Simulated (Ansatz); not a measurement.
Zone-centre phonons of ZrO2 at 2 GPa: input and output

Computed with Ansatz 0.2.0, DFT PBE, scalar-relativistic, plane waves, PAW.

Launched with:
```bash
ansatz run input.yaml --threads 1 --pin off --max-ram 3072MiB --backend cpu --events-out ev --progress --plain --runs-dir out
```

Input (bare energies are in eV):
```yaml
crystal:
  lattice:
    - [0.0, 2.550859886, 2.550859886]
    - [2.550859886, 0.0, 2.550859886]
    - [2.550859886, 2.550859886, 0.0]
  atoms:
    - { symbol: Zr, position: [0.0, 0.0, 0.0] }
    - { symbol: O, position: [0.25, 0.25, 0.25] }
    - { symbol: O, position: [0.75, 0.75, 0.75] }
basis:
  ecutwfc: 420
kpoints:
  mp_grid: { grid: [8, 8, 8] }
hamiltonian:
  xc: pbe
scf:
  occupations: { method: fixed }
output:
  eigenvalues: true
phonons:
  method: dfpt
  dielectric: true
  rigid_motions: translations
  eigenvectors: true
```

Results section of the output:
```
--- Phonons (Γ-DFPT): 2 representative perturbations + reference, on 95 of 512 k-points (Σ response iterations 6) ---
  k mesh reduced under 4 symmetry operations, with k and −k counted as one. Each operation leaves every solved perturbation unchanged. A smaller set is not considered because the run solves the response ...
  ASR residual: 2.125e-4 → 0.000e0 eV/Å²; symmetrization residual: 2.468e-6 eV/Å²
  ASR residual per site (eV/Å²): 1.84e-4 2.13e-4 2.13e-4
  Γ frequencies (cm⁻¹): 0.00 0.00 0.00 229.16 229.16 229.16 555.60 555.60 555.60
  ε∞ (high-frequency dielectric tensor):
        5.802308    -0.000000     0.000000
        0.000000     5.802308     0.000000
        0.000000    -0.000000     5.802308
  ε⁰ (static dielectric tensor: ions relaxed, cell fixed):
       45.169530    -0.000000    -0.000000
       -0.000000    45.169530     0.000000
       -0.000000     0.000000    45.169530
  ε⁰ − ε∞ (ionic part):
       39.367222    -0.000000    -0.000000
       -0.000000    39.367222     0.000000
       -0.000000     0.000000    39.367222
  softest optical mode at Γ: 229.16 cm⁻¹; the repairs (sum rule, projections) moved no ω² at Γ by more than (2.00 cm⁻¹)²
  Born effective charges Z* (e; rows j = field, columns β = displacement):
    site 0:
         5.74801    0.00000    0.00000
         0.00000    5.74801    0.00000
        -0.00000    0.00000    5.74801
    site 1:
        -2.87400   -0.00000   -0.00000
        -0.00000   -2.87400   -0.00000
         0.00000   -0.00000   -2.87400
    site 2:
        -2.87400   -0.00000   -0.00000
        -0.00000   -2.87400   -0.00000
         0.00000   -0.00000   -2.87400
  Z* charge neutrality: 1.738e-5 e pre-enforcement
  k-mesh period / interband length: 28.9 Å / 1.34 Å = 21.59 at k = (0.0000, 0.0000, 0.0000), direct gap 3.871 eV — 14 or more, which is no proof of convergence
  optical modes at Γ without the LO–TO term, one row a degenerate level:
      ω (cm⁻¹) modes IR ((D/Å)²/amu)
        229.16      3            96.5333
        555.60      3             0.0000
  optical modes at Γ + LO–TO along q̂ = [1.0000, 0.0000, 0.0000]:
      ω (cm⁻¹) modes IR ((D/Å)²/amu)
        229.16      2            64.3555
        555.60      3             0.0000
        639.39      1            32.1778
  optical modes at Γ + LO–TO along q̂ = [0.0000, 1.0000, 0.0000]:
      ω (cm⁻¹) modes IR ((D/Å)²/amu)
        229.16      2            64.3555
        555.60      3             0.0000
        639.39      1            32.1778
  optical modes at Γ + LO–TO along q̂ = [0.0000, 0.0000, 1.0000]:
      ω (cm⁻¹) modes IR ((D/Å)²/amu)
        229.16      2            64.3555
        555.60      3             0.0000
        639.39      1            32.1778
```

It took 61 s on 1 thread of Intel(R) Xeon(R) Processor @ 2.50GHz (Skylake/Cascade Lake) (shared host), peak memory 0.54 GiB.

This fluorite-type form isn't the usual stable structure of the compound at low pressure.